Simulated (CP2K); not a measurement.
# Nb (Im-3m) in CP2K: convergence with rel cutoff ry

Aim: find how far rel cutoff ry must go before the results for Nb settle, at RPBE. This setting moves, with any that are tied to it; all else stays.

Everything below comes from runs of CP2K 2026.2. Logs are shortened: lines on timing, memory, paths and dates and some standing lists are left out, and cuts for length are marked.

**1. The structure**

Symmetry: Im-3m, No. 229, cubic system. Conventional cell: a = 3.328 Å, b = 3.328 Å, c = 3.328 Å, α = 90.00°, β = 90.00°, γ = 90.00°. Nb (site symmetry m-3m) has 8 Nb at 2.88 Å as nearest neighbours.

**2. With rel cutoff ry 20**

The input, nb_converge.inp:

```
&GLOBAL
  PROJECT nb_converge
  RUN_TYPE ENERGY_FORCE
  PRINT_LEVEL LOW
&END GLOBAL
&FORCE_EVAL
  METHOD QS
  STRESS_TENSOR ANALYTICAL
  &DFT
    BASIS_SET_FILE_NAME BASIS_MOLOPT_UZH
    POTENTIAL_FILE_NAME POTENTIAL_UZH
    &MGRID
      CUTOFF 450
      REL_CUTOFF 20
      NGRIDS 5
    &END MGRID
    &QS
      METHOD GPW
      EPS_DEFAULT 1.0E-9
    &END QS
    &KPOINTS
      SCHEME MONKHORST-PACK 9 9 9
      GAMMA_CENTERED T
      SYMMETRY T
      SYMMETRY_BACKEND SPGLIB
    &END KPOINTS
    &SCF
      SCF_GUESS ATOMIC
      EPS_SCF 1.0E-6
      MAX_SCF 100
      ADDED_MOS 11
      CHOLESKY OFF
      EPS_EIGVAL 1.0E-7
      &DIAGONALIZATION ON
        ALGORITHM STANDARD
      &END DIAGONALIZATION
      &MIXING ON
        METHOD BROYDEN_MIXING
        ALPHA 0.4
        BETA 1.5
        NBUFFER 8
      &END MIXING
      &SMEAR ON
        METHOD FERMI_DIRAC
        ELECTRONIC_TEMPERATURE 580.23
      &END SMEAR
    &END SCF
    &XC
      &XC_FUNCTIONAL
        &GGA_X_RPBE
        &END GGA_X_RPBE
        &GGA_C_PBE
        &END GGA_C_PBE
      &END XC_FUNCTIONAL
    &END XC
    &PRINT
      &KPOINTS ON
      &END KPOINTS
      &MULLIKEN ON
      &END MULLIKEN
      &MO ON
        ENERGIES T
        OCCUPATION_NUMBERS T
        &EACH
          QS_SCF 0
        &END EACH
        ADD_LAST NUMERIC
      &END MO
    &END PRINT
  &END DFT
  &SUBSYS
    &CELL
      A 2.8820459413 0.0000000000 0.0000000000
      B -0.9606819804 2.7172189717 0.0000000000
      C -0.9606819804 -1.3586094858 2.3531806571
      PERIODIC XYZ
    &END CELL
    &COORD
      SCALED
      Nb  0.0000000000 0.0000000000 0.0000000000
    &END COORD
    &KIND Nb
      BASIS_SET DZVP-MOLOPT-PBE-GTH-q13
      POTENTIAL GTH-PBE-q13
    &END KIND
    &PRINT
      &ATOMIC_COORDINATES ON
      &END ATOMIC_COORDINATES
      &CELL ON
      &END CELL
    &END PRINT
  &END SUBSYS
  &PRINT
    &FORCES ON
    &END FORCES
    &STRESS_TENSOR ON
    &END STRESS_TENSOR
  &END PRINT
&END FORCE_EVAL
```

Potentials or basis: POTENTIAL_UZH Nb GTH-PBE-q13; DZVP-MOLOPT-PBE-GTH basis.

The run is started by

```bash
OMP_NUM_THREADS=1 cp2k.psmp -i nb_converge.inp -o nb_converge.out
```

nb_converge.out:

```text

 CP2K| version string:                                       CP2K version 2026.2
 CP2K| Input file name                                           nb_converge.inp

 GLOBAL| Force Environment number                                              1
 GLOBAL| Basis set file name                                    BASIS_MOLOPT_UZH
 GLOBAL| Potential file name                                       POTENTIAL_UZH
 GLOBAL| MM Potential file name                                     MM_POTENTIAL
 GLOBAL| Coordinate file name                                      __STD_INPUT__
 GLOBAL| Method name                                                        CP2K
 GLOBAL| Project name                                                nb_converge
 GLOBAL| Run type                                                   ENERGY_FORCE
 GLOBAL| FFT library                                                       FFTW3
[... 6 lines left out ...]
 GLOBAL| Total number of message passing processes                             1
 GLOBAL| Number of threads for this process                                    1
 GLOBAL| CPU model name           Intel(R) Xeon(R) Platinum 8259CL CPU @ 2.50GHz

 CELL| Volume [angstrom^3]:                                            18.428110
 CELL| Vector a [angstrom]:       2.882     0.000     0.000   |a| =     2.882046
 CELL| Vector b [angstrom]:      -0.961     2.717     0.000   |b| =     2.882046
 CELL| Vector c [angstrom]:      -0.961    -1.359     2.353   |c| =     2.882046
 CELL| Angle (b,c), alpha [degree]:                                   109.471221
 CELL| Angle (a,c), beta  [degree]:                                   109.471221
 CELL| Angle (a,b), gamma [degree]:                                   109.471221
 CELL| Numerically orthorhombic:                                              NO
 CELL| Periodicity                                                           XYZ

 CELL_REF| Volume [angstrom^3]:                                        18.428110
 CELL_REF| Vector a [angstrom     2.882     0.000     0.000   |a| =     2.882046
 CELL_REF| Vector b [angstrom    -0.961     2.717     0.000   |b| =     2.882046
 CELL_REF| Vector c [angstrom    -0.961    -1.359     2.353   |c| =     2.882046
 CELL_REF| Angle (b,c), alpha [degree]:                               109.471221
 CELL_REF| Angle (a,c), beta  [degree]:                               109.471221
 CELL_REF| Angle (a,b), gamma [degree]:                               109.471221
 CELL_REF| Numerically orthorhombic:                                          NO
 CELL_REF| Periodicity                                                       XYZ
[... 9 lines left out ...]
 TOTAL NUMBERS AND MAXIMUM NUMBERS

  Total number of            - Atomic kinds:                                   1
                             - Atoms:                                          1
                             - Shell sets:                                     1
                             - Shells:                                         8
                             - Primitive Cartesian functions:                  6
                             - Cartesian basis functions:                     31
                             - Spherical basis functions:                     26

  Maximum angular momentum of- Orbital basis functions:                        3
                             - Local part of the GTH pseudopotential:          2
                             - Non-local part of the GTH pseudopotential:      4

 MODULE QUICKSTEP: ATOMIC COORDINATES IN ANGSTROM

[... 81 lines left out ...]
 Number of molecular orbitals:                                                18

 Number of orbital functions:                                                 26
 Number of independent orbital functions:                                     26

 SCF WAVEFUNCTION OPTIMIZATION

  Step     Update method      Time    Convergence         Total energy    Change
  ------------------------------------------------------------------------------
     1 NoMix/Diag. 0.40E+00    3.6     0.82597702       -56.9203542532 -5.69E+01
     2 Broy./Diag. 0.40E+00    3.3     0.04575436       -57.6037697030 -6.83E-01
     3 Broy./Diag. 0.40E+00    3.4     0.10056968       -57.0083534218  5.95E-01
     4 Broy./Diag. 0.40E+00    3.4     0.00352363       -56.6323526241  3.76E-01
     5 Broy./Diag. 0.40E+00    3.5     0.00309565       -56.6450596880 -1.27E-02
     6 Broy./Diag. 0.40E+00    3.3     0.00049353       -56.6391580332  5.90E-03
     7 Broy./Diag. 0.40E+00    3.5     0.00011446       -56.6407638976 -1.61E-03
     8 Broy./Diag. 0.40E+00    3.3     0.00001831       -56.6399771747  7.87E-04
     9 Broy./Diag. 0.40E+00    3.4     0.00001020       -56.6399154000  6.18E-05
    10 Broy./Diag. 0.40E+00    3.3     0.00000197       -56.6398515221  6.39E-05
    11 Broy./Diag. 0.40E+00    3.3     0.00000067       -56.6398475346  3.99E-06

  *** SCF run converged in    11 steps ***

  Electronic density on regular grids:        -12.9999999947        0.0000000053
  Core density on regular grids:               12.9999999913       -0.0000000087
  Total charge density on r-space grids:       -0.0000000035
  Total charge density g-space grids:          -0.0000000035

  Overlap energy of the core charge distribution:               0.00000000000001
  Self energy of the core charge distribution:               -103.20408107975094
  Core Hamiltonian energy:                                     23.46131303335215
  Hartree energy:                                              29.96462435188720
  Exchange-correlation energy:                                 -6.86126530379947
  Electronic entropic energy:                                  -0.00043853639897
  Fermi energy:                                                 0.51579168609557

  Total energy:                                               -56.63984753464233
  Total energy (extrapolated to T->0):                        -56.63962826644284

 MO| EIGENVALUES AND OCCUPATION NUMBERS FOR K POINT 1
 MO|
 MO|  Index      Eigenvalue [a.u.]        Eigenvalue [eV]             Occupation
 MO|      1              -1.471187             -40.033046               2.000000
 MO|      2              -0.613204             -16.686134               2.000000
 MO|      3              -0.613200             -16.686024               2.000000
 MO|      4              -0.605293             -16.470852               2.000000
 MO|      5               0.399116              10.860500               2.000000
 MO|      6               0.399117              10.860520               2.000000
[... 322 lines left out ...]
 MO|     17               1.667366              45.371345               0.000000
 MO|     18               1.720161              46.807972               0.000000
 MO| Sum:                                                              13.973493
 MO| E(Fermi):            0.515792 a.u.         14.035406 eV

 [... the levels of further k-points ...]

 !-----------------------------------------------------------------------------!
                     Mulliken Population Analysis

 #  Atom  Element  Kind  Atomic population                           Net charge
       1     Nb       1         13.000000                              0.000000
 # Total charge                             13.000000                  0.000000

 !-----------------------------------------------------------------------------!

 ENERGY| Total FORCE_EVAL ( QS ) energy [hartree]            -56.639846096020634

 FORCES| Atomic forces [hartree/bohr]
 FORCES|   Atom     x               y               z               |f|
 FORCES|      1  1.73746220E-13 -5.24206607E-14 -2.34408377E-13   2.96450606E-13
 FORCES| Sum     1.73746220E-13 -5.24206607E-14 -2.34408377E-13
 FORCES| Total atomic force                                       2.96450606E-13

 STRESS| Analytical stress tensor [bar]
 STRESS|                        x                   y                   z
 STRESS|      x        9.73683123945E+03   1.34851549246E+01  -9.18613098802E+00
 STRESS|      y        1.34851549246E+01   9.66748245965E+03  -2.47600734964E+01
 STRESS|      z       -9.18613098802E+00  -2.47600734964E+01   9.69492694566E+03
 STRESS| 1/3 Trace                                             9.69974688159E+03
 STRESS| Determinant                                           9.12581186808E+11

 STRESS| Eigenvectors and eigenvalues of the analytical stress tensor [bar]
 STRESS|                        1                   2                   3
 STRESS| Eigenvalues   9.65229694549E+03   9.70321325958E+03   9.74373043968E+03
 STRESS|      x          -0.085831834359      0.391986407280      0.915958270184
 STRESS|      y           0.869456274619     -0.419447674672      0.260977843384
 STRESS|      z           0.486496333733      0.818785872326     -0.304813078040
```

Wall time 50 s (1 thread of Intel Xeon Platinum 8259CL at 2.50GHz (Skylake/Cascade Lake), shared host); peak memory 0.28 GiB.

What came out:

```yaml
Free_energy: -1541.2486 eV
Pressure: 1.0 GPa
Band_gap_on_the_k_mesh: none (metal or under the smearing width)
```

**3. With rel cutoff ry 30**

Changes to nb_converge.inp since step 2:

```diff
@@ -13,3 +13,3 @@
       CUTOFF 450
-      REL_CUTOFF 20
+      REL_CUTOFF 30
       NGRIDS 5
```

Potentials or basis: POTENTIAL_UZH Nb GTH-PBE-q13; DZVP-MOLOPT-PBE-GTH basis.

The run is started by

```bash
OMP_NUM_THREADS=1 cp2k.psmp -i nb_converge.inp -o nb_converge.out
```

Run time: 60 s. Hardware: 1 thread of Intel Xeon Platinum 8259CL at 2.50GHz (Skylake/Cascade Lake), shared host; peak memory 0.28 GiB.

What came out:

```yaml
Free_energy: -1541.2534 eV
Pressure: 1.1 GPa
Band_gap_on_the_k_mesh: none (metal or under the smearing width)
```

**4. With rel cutoff ry 40**

Changes to nb_converge.inp since step 3:

```diff
@@ -13,3 +13,3 @@
       CUTOFF 450
-      REL_CUTOFF 30
+      REL_CUTOFF 40
       NGRIDS 5
```

The run is started by

```bash
OMP_NUM_THREADS=1 cp2k.psmp -i nb_converge.inp -o nb_converge.out
```

Run time: 60 s. Hardware: 1 thread of Intel Xeon Platinum 8259CL at 2.50GHz (Skylake/Cascade Lake), shared host; peak memory 0.28 GiB.

What came out:

```
Free energy            : -1541.2533 eV
Pressure               : 1.1 GPa
Band gap on the k mesh : none (metal or under the smearing width)
```

**5. With rel cutoff ry 50**

Changes to nb_converge.inp since step 4:

```diff
@@ -13,3 +13,3 @@
       CUTOFF 450
-      REL_CUTOFF 40
+      REL_CUTOFF 50
       NGRIDS 5
```

The run is started by

```bash
OMP_NUM_THREADS=1 cp2k.psmp -i nb_converge.inp -o nb_converge.out
```

It took 61 s on 1 thread of Intel Xeon Platinum 8259CL at 2.50GHz (Skylake/Cascade Lake), shared host; peak memory 0.28 GiB.

Results:

* Free energy: -1541.2534 eV
* Pressure: 1.1 GPa
* Band gap on the k mesh: none (metal or under the smearing width)

**6. With rel cutoff ry 60**

Changes to nb_converge.inp since step 5:

```diff
@@ -13,3 +13,3 @@
       CUTOFF 450
-      REL_CUTOFF 50
+      REL_CUTOFF 60
       NGRIDS 5
```

Potentials or basis: POTENTIAL_UZH Nb GTH-PBE-q13; DZVP-MOLOPT-PBE-GTH basis.

The run is started by

```bash
OMP_NUM_THREADS=1 cp2k.psmp -i nb_converge.inp -o nb_converge.out
```

Run time: 67 s. Hardware: 1 thread of Intel Xeon Platinum 8259CL at 2.50GHz (Skylake/Cascade Lake), shared host; peak memory 0.28 GiB.

The run converged. Its results:

```yaml
Free_energy: -1541.2534 eV
Pressure: 1.1 GPa
Band_gap_on_the_k_mesh: none (metal or under the smearing width)
```

**7. With rel cutoff ry 80**

Changes to nb_converge.inp since step 6:

```diff
@@ -13,3 +13,3 @@
       CUTOFF 450
-      REL_CUTOFF 60
+      REL_CUTOFF 80
       NGRIDS 5
```

The run is started by

```bash
OMP_NUM_THREADS=1 cp2k.psmp -i nb_converge.inp -o nb_converge.out
```

Run time: 1.7 min. Hardware: 1 thread of Intel Xeon Platinum 8259CL at 2.50GHz (Skylake/Cascade Lake), shared host; peak memory 0.28 GiB.

The run converged. Its results:

```
Free energy            : -1541.2534 eV
Pressure               : 1.1 GPa
Band gap on the k mesh : none (metal or under the smearing width)
```

**8. With rel cutoff ry 100**

Changes to nb_converge.inp since step 7:

```diff
@@ -13,3 +13,3 @@
       CUTOFF 450
-      REL_CUTOFF 80
+      REL_CUTOFF 100
       NGRIDS 5
```

The run is started by

```bash
OMP_NUM_THREADS=1 cp2k.psmp -i nb_converge.inp -o nb_converge.out
```

Run time: 1.9 min. Hardware: 1 thread of Intel Xeon Platinum 8259CL at 2.50GHz (Skylake/Cascade Lake), shared host; peak memory 0.28 GiB.

It converged, with:

- Free energy: -1541.2534 eV
- Pressure: 1.1 GPa
- Band gap on the k mesh: none (metal or under the smearing width)

**9. Result**

```
rel cutoff ry  energy less the tightest run, at zero smearing (meV/atom)  pressure (GPa)  SCF cycles  CPU time (s)  peak memory (GiB)
           20                                                       4.82            0.97          11            50               0.28
           30                                                       0.02            1.08          11            60               0.28
           40                                                       0.09            1.07          11            60               0.28
           50                                                       0.00            1.08          11            61               0.28
           60                                                       0.00            1.08          11            67               0.28
           80                                                       0.00            1.08          11           100               0.28
          100                                                       0.00            1.08          11           110               0.28
```

Against the tightest run, the energy stays within 1 meV/atom from 30 on; the pressure stays within 0.1 GPa from 30 on. The tightest run that finished is the yardstick and may itself not be fully converged.

Caveats: the potentials were made for another functional, which shifts forces and pressure; the basis of atomic orbitals isn't converged, which shifts pressures, moduli and gaps.
